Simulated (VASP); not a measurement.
InP in VASP 6.6.1, single-point calculation

INCAR

```
LASPH = .TRUE.
GGA = PE
NSW = 0
ISMEAR = -1
PREC = Accurate
LREAL = .FALSE.
LCHARG = .FALSE.
IBRION = -1
EDIFF = 1E-7
ISIF = 2
LWAVE = .FALSE.
ENCUT = 520
SIGMA = 0.02
NBANDS = 16
NELM = 74
```

KPOINTS

```
KPOINTS created by Atomic Simulation Environment
0
Gamma
12 12 12
0 0 0
```

POSCAR

```
In P
 1.0000000000000000
     0.0000000000000000    3.0128633874999999    3.0128633874999999
     3.0128633874999999    0.0000000000000000    3.0128633874999999
     3.0128633874999999    3.0128633874999999    0.0000000000000000
 In  P
   1   1
Cartesian
  0.0000000000000000  0.0000000000000000  0.0000000000000000
  1.5064316937500000  1.5064316937500000  1.5064316937500000
```

The recommended PBE PAW datasets give the neutral cell 18 valence electrons.

Command

```
mpirun -np 1 vasp_std
```

Q: How does this run end, and what does it give?

A: It converged. Results: gap between bands v and c on the k mesh 0.26 eV; least direct gap on the k mesh 0.26 eV; pressure -1.9 GPa. Band v is the last that the valence electrons fill when counted band by band, and c is the next.

OSZICAR

```
N       E                     dE             d eps       ncg     rms          rms(c)
DAV:   1     0.112179467235E+03    0.11218E+03   -0.83020E+03  2304   0.122E+03
DAV:   2    -0.116691422572E+01   -0.11335E+03   -0.10815E+03  2600   0.296E+02
DAV:   3    -0.857701749958E+01   -0.74101E+01   -0.73676E+01  3024   0.743E+01
DAV:   4    -0.877653532439E+01   -0.19952E+00   -0.19946E+00  2896   0.135E+01
DAV:   5    -0.878631798296E+01   -0.97827E-02   -0.97824E-02  3520   0.250E+00    0.499E+00
DAV:   6    -0.841708921527E+01    0.36923E+00   -0.61996E-01  3680   0.118E+01    0.299E+00
DAV:   7    -0.839627162344E+01    0.20818E-01   -0.13652E-01  3344   0.265E+00    0.117E+00
DAV:   8    -0.839704824759E+01   -0.77662E-03   -0.12577E-02  2792   0.128E+00    0.237E-01
DAV:   9    -0.839772363653E+01   -0.67539E-03   -0.12826E-03  2952   0.397E-01    0.140E-01
DAV:  10    -0.839786302780E+01   -0.13939E-03   -0.18923E-04  3336   0.140E-01    0.859E-02
DAV:  11    -0.839794462108E+01   -0.81593E-04   -0.12137E-04  2800   0.826E-02    0.368E-02
DAV:  12    -0.839794425163E+01    0.36945E-06   -0.66396E-06  2848   0.261E-02    0.983E-03
DAV:  13    -0.839794477112E+01   -0.51949E-06   -0.14682E-06  3008   0.605E-03    0.854E-03
DAV:  14    -0.839794501229E+01   -0.24117E-06   -0.24620E-07  2928   0.468E-03    0.155E-03
DAV:  15    -0.839794502859E+01   -0.16300E-07   -0.10320E-08  2272   0.674E-04
   1 F= -.83979450E+01 E0= -.83979445E+01  d E =-.104454E-05
```

For comparison, a separate PBE run of the intended cell, on usual settings and not on those above, gives a gap of 0.26 eV on its mesh and a pressure of -1.9 GPa.
